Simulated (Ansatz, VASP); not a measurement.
# Two plane-wave programs on Al

```
CELL_PARAMETERS angstrom
2.20897 -4.01483 0.00000
2.20897 4.01483 0.00000
0.00000 0.00000 4.58078
ATOMIC_POSITIONS crystal
Al 0.15589 0.84411 0.07001
Al 0.65589 0.34411 0.42999
Al 0.84411 0.15589 0.92999
Al 0.34411 0.65589 0.57001
```

Alike in both runs: functional r2SCAN; k mesh 12 × 12 × 10; occupations gaussian, width 0.1 eV; no spin polarisation.

Ansatz relaxed the structure, and its values are those at the end. VASP's run is a single point on that final structure, the one shown.

```csv
,VASP,Ansatz
version,VASP 6.6.1,Ansatz 0.2.0
potentials or method,"VASP PAW PBE potentials, release 64 (Al)","scalar-relativistic, plane waves, PAW"
plane-wave cutoff (eV),520,500
valence electrons in the cell,12,12
```

VASP gave:

- gap on the k mesh at the Fermi level (eV): none
- pressure (GPa): -0.2
- rms of the force components (eV/Å): 0.008

Q: Estimate Ansatz's values.

A: gap on the k mesh at the Fermi level (eV): none; pressure (GPa): 0.0; rms of the force components (eV/Å): 0.003.

A gap of «none» marks a metal or a gap that the smearing closes.

Caveats: the PAW data sets were made with another functional, which shifts forces and pressure a little (VASP).
